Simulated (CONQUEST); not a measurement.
Crystal: TaN.

```
CELL_PARAMETERS angstrom
2.88300 0.00000 0.00000
0.00000 2.93800 0.00000
0.00000 0.00000 5.08877
ATOMIC_POSITIONS crystal
Ta 0.50000 0.00000 0.00000
Ta 0.50000 0.50000 0.50000
N 0.00000 0.00000 0.66667
N 0.00000 0.50000 0.16667
```

| Property | Result |
| --- | --- |
| Program | CONQUEST 1.3 |
| Task | single point |
| Functional | PBE |
| Potentials or basis | PseudoDojo NC PBE, DZP, grid cutoff 150 Ha |
| k mesh | 9 × 9 × 5 |
| Occupations | fermi-dirac, width 0.05 eV |
| Spin | no spin polarisation |

On this cell: pressure 8.0 GPa; largest force 0.021 eV/Å; band gap on the k mesh none (metal or under the smearing width).

The same run follows on a disturbed copy (atoms moved at random, drawn with an rms of 0.05 Å):

```xyz
4
Lattice="2.8830 0.0000 0.0000 0.0000 2.9380 0.0000 0.0000 0.0000 5.0888" Properties=species:S:1:pos:R:3 pbc="T T T"
Ta    1.3933    0.0077    5.0596
Ta    1.3933    1.4767    2.5153
N     0.0169    0.0368    3.4284
N     0.0169    1.5058    0.8840
```

Q: What changes?

A: The energy (extrapolated to zero smearing) moves by +34.3 meV/atom; pressure 9.2 GPa; largest force 1.445 eV/Å; band gap on the k mesh none (metal or under the smearing width).

Forces in eV/Å, atoms in the order of the input:
```
Ta   1.011  0.380  0.961
Ta   1.011  0.380  0.961
N   -1.030 -0.364 -0.947
N   -1.030 -0.364 -0.947
```

Stress tensor (GPa, compression positive):
```
10.86  0.65  1.80
 0.65  6.54 -0.38
 1.80 -0.38 10.13
```

Caveats: the box holds several primitive cells, so bands are folded and the points are those of the box's own zone; the basis of atomic orbitals isn't converged, which shifts pressures, moduli and gaps.
